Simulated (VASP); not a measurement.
Output of a VASP run:

File OUTCAR:
```
 ion  position               nearest neighbor table
   1  0.000  0.000  0.000-   2 2.68   2 2.68   2 2.68   2 2.68
   2  0.250  0.250  0.250-   1 2.68   1 2.68   1 2.68   1 2.68
  LATTYP: Found a face centered cubic cell.
 ALAT       =     6.1828312254
 Subroutine PRICEL returns:
 Original cell was already a primitive cell.
 Subroutine GETGRP returns: Found 24 space group operations
The static configuration has the point symmetry T_d .
The dynamic configuration has the point symmetry T_d .
 Subroutine INISYM returns: Found 24 space group operations
 Subroutine IBZKPT returns following result:
 Found     29 irreducible k-points:

 Following reciprocal coordinates:
            Coordinates               Weight
  0.000000  0.000000  0.000000      1.000000
  0.125000  0.000000  0.000000      8.000000
  0.250000  0.000000  0.000000      8.000000
  0.375000  0.000000  0.000000      8.000000
  0.500000  0.000000  0.000000      4.000000
  0.125000  0.125000  0.000000      6.000000
  0.250000  0.125000  0.000000     24.000000
  0.375000  0.125000  0.000000     24.000000
  0.500000  0.125000  0.000000     24.000000
 -0.375000  0.125000  0.000000     24.000000
 -0.250000  0.125000  0.000000     24.000000
 -0.125000  0.125000  0.000000     12.000000
  0.250000  0.250000  0.000000      6.000000
  0.375000  0.250000  0.000000     24.000000
  0.500000  0.250000  0.000000     24.000000
 -0.375000  0.250000  0.000000     24.000000
 -0.250000  0.250000  0.000000     12.000000
  0.375000  0.375000  0.000000      6.000000
  0.500000  0.375000  0.000000     24.000000
 -0.375000  0.375000  0.000000     12.000000
  0.500000  0.500000  0.000000      3.000000
  0.375000  0.250000  0.125000     24.000000
  0.500000  0.250000  0.125000     48.000000
 -0.375000  0.250000  0.125000     24.000000
  0.500000  0.375000  0.125000     24.000000
 -0.375000  0.375000  0.125000     48.000000
 -0.250000  0.375000  0.125000     24.000000
 -0.375000  0.500000  0.125000     12.000000
 -0.250000  0.500000  0.250000      6.000000
   k-points           NKPTS =     29   k-points in BZ     NKDIM =     29   number of bands    NBANDS=      8
   number of dos      NEDOS =    301   number of ions     NIONS =      2
   total plane-waves  NPLWV =  32768
   dimension x,y,z NGX =    32 NGY =   32 NGZ =   32
   dimension x,y,z NGXF=    64 NGYF=   64 NGZF=   64
   ions per type =               1   1
   PREC   = accura    normal or accurate (medium, high low for compatibility)
   ISTART =      0    job   : 0-new  1-cont  2-samecut
   ICHARG =      2    charge: 1-file 2-atom 10-const
   ISPIN  =      1    spin polarized calculation?
   LNONCOLLINEAR =      F non collinear calculations
   LSORBIT =      F    spin-orbit coupling
   INIWAV =      1    electr: 0-lowe 1-rand  2-diag
   ENCUT  =  480.0 eV  35.28 Ry    5.94 a.u.   7.81  7.81  7.81*2*pi/ulx,y,z
   NELM   =    100;   NELMIN=  2; NELMDL= -5     # of ELM steps
   EDIFF  = 0.1E-06   stopping-criterion for ELM
   LREAL  =      F    real-space projection
   NLSPLINE    = F    spline interpolate recip. space projectors
   LMAXMIX     =    4 max onsite mixed and CHGCAR
   VOSKOWN=      0    Vosko Wilk Nusair interpolation
   EDIFFG = 0.1E-05   stopping-criterion for IOM
   NSW    =      0    number of steps for IOM
   NBLOCK =      1;   KBLOCK =      1    inner block; outer block
   IBRION =     -1    ionic relax: 0-MD 1-quasi-New 2-CG
   NFREE  =      0    steps in history (QN), initial steepest desc. (CG)
   ISIF   =      2    stress and relaxation
   ISYM   =      2    0-nonsym 1-usesym 2-fastsym
   TEIN   =    0.0    initial temperature
   TEBEG  =    0.0;   TEEND  =   0.0 temperature during run
   SMASS  =  -3.00    Nose mass-parameter (am)
   PSTRESS=    0.0 pullay stress
   NELECT =       8.0000    total number of electrons
   EFERMI =   0.00;   METHOD = LEGACY
   ISMEAR =     0;   SIGMA  =   0.05  broadening in eV -4-tet -1-fermi 0-gaus
   IALGO  =     38    algorithm
...
```

OSZICAR:
```
       N       E                     dE             d eps       ncg     rms          rms(c)
DAV:   1    -0.103575737634E+02   -0.10358E+02   -0.26842E+03   464   0.686E+02
DAV:   2    -0.333614523956E+02   -0.23004E+02   -0.22433E+02   576   0.851E+01
DAV:   3    -0.338746615348E+02   -0.51321E+00   -0.51321E+00   600   0.165E+01
DAV:   4    -0.338789171648E+02   -0.42556E-02   -0.42556E-02   736   0.186E+00
DAV:   5    -0.338789306589E+02   -0.13494E-04   -0.13494E-04   576   0.736E-02    0.391E+00
DAV:   6    -0.329237947268E+02    0.95514E+00   -0.26209E-01   568   0.348E+00    0.261E+00
DAV:   7    -0.328860962276E+02    0.37698E-01   -0.20406E-01   480   0.288E+00    0.494E-01
DAV:   8    -0.329312503766E+02   -0.45154E-01   -0.10940E-01   464   0.256E+00    0.462E-01
DAV:   9    -0.329385352703E+02   -0.72849E-02   -0.13295E-02   464   0.915E-01    0.138E-01
DAV:  10    -0.329451450765E+02   -0.66098E-02   -0.96369E-03   464   0.904E-01    0.738E-02
DAV:  11    -0.329462000148E+02   -0.10549E-02   -0.18324E-03   512   0.403E-01    0.411E-02
DAV:  12    -0.329463727167E+02   -0.17270E-03   -0.23109E-04   464   0.149E-01    0.225E-02
DAV:  13    -0.329464086226E+02   -0.35906E-04   -0.12587E-04   488   0.107E-01    0.755E-03
DAV:  14    -0.329464272287E+02   -0.18606E-04   -0.23578E-05   496   0.541E-02    0.254E-03
DAV:  15    -0.329464279835E+02   -0.75486E-06   -0.46258E-07   664   0.677E-03    0.330E-03
DAV:  16    -0.329464281338E+02   -0.15026E-06   -0.27817E-08   288   0.174E-03    0.290E-03
DAV:  17    -0.329464292237E+02   -0.10899E-05   -0.32987E-07   464   0.630E-03    0.170E-03
DAV:  18    -0.329464293941E+02   -0.17041E-06   -0.47581E-08   296   0.245E-03    0.115E-03
DAV:  19    -0.329464293236E+02    0.70523E-07   -0.27060E-09   232   0.488E-04
   1 F= -.32946429E+02 E0= -.32946429E+02  d E =-.496103E-16
```

File OUTCAR:
```
------------------------ aborting loop because EDIFF is reached ----------------------------------------
  FORCE on cell =-STRESS in cart. coord.  units (eV):
  Direction    XX          YY          ZZ          XY          YZ          ZX
  --------------------------------------------------------------------------------------
  Total        0.0080333      0.0080333      0.0080333      0.0000000      0.0000000      0.0000000
  in kB        0.2178221      0.2178221      0.2178221      0.0000000      0.0000000      0.0000000
  external PRESSURE =       0.2178221 kB  Pullay stress =       0.0000000 kB
  volume of cell :       59.09
      direct lattice vectors                 reciprocal lattice vectors
     0.000000000  3.091415613  3.091415613    -0.161738201  0.161738201  0.161738201
     3.091415613  0.000000000  3.091415613     0.161738201 -0.161738201  0.161738201
     3.091415613  3.091415613  0.000000000     0.161738201  0.161738201 -0.161738201
 POSITION                                       TOTAL-FORCE (eV/Angst)
 -----------------------------------------------------------------------------------
      0.00000      0.00000      0.00000        -0.000000     -0.000000     -0.000000
      1.54571      1.54571      1.54571         0.000000      0.000000      0.000000
 -----------------------------------------------------------------------------------
    total drift:                               -0.000003     -0.000003     -0.000003
  FREE ENERGIE OF THE ION-ELECTRON SYSTEM (eV)
  ---------------------------------------------------
  free  energy   TOTEN  =       -32.9464293236 eV

  energy  without entropy=      -32.9464293236  energy(sigma->0) =      -32.94642932
```
(Selected blocks of OUTCAR.)

### POSCAR
```
AlSb
1
    0.0000000000     3.0914156127     3.0914156127
    3.0914156127     0.0000000000     3.0914156127
    3.0914156127     3.0914156127     0.0000000000
Al Sb
1 1
Direct
  0.0000000000   0.0000000000   0.0000000000
  0.2500000000   0.2500000000   0.2500000000
```

**Question.** Write an INCAR and KPOINTS that could have produced this output.

**Answer.** This is not unique; one that fits is the input of the run itself, r2SCAN meta-GGA, plane waves, VASP's PBE PAW potentials (set 64).

**INCAR**
```
PREC = Accurate
SIGMA = 0.05
LREAL = .FALSE.   ! projection in real space or not
LMIXTAU = .TRUE.
ISMEAR = 0
NELM = 100   ! most electronic steps
SYSTEM = AlSb
ENCUT = 480
ALGO = Normal   ! blocked Davidson
LASPH = .TRUE.   ! aspherical one-centre terms
METAGGA = R2SCAN
LMAXMIX = 4
EDIFF = 1E-7
LCHARG = .FALSE.
ISIF = 2   ! forces and stress, cell fixed
LWAVE = .FALSE.
```

File KPOINTS:
```
Regular mesh
0
gamma
 8 8 8
0 0 0
```

POTCAR, in this order: Al Sb (PBE.64 set). Program: vasp_std.

The compound is AlSb in the zinc blende structure. It was relaxed first.
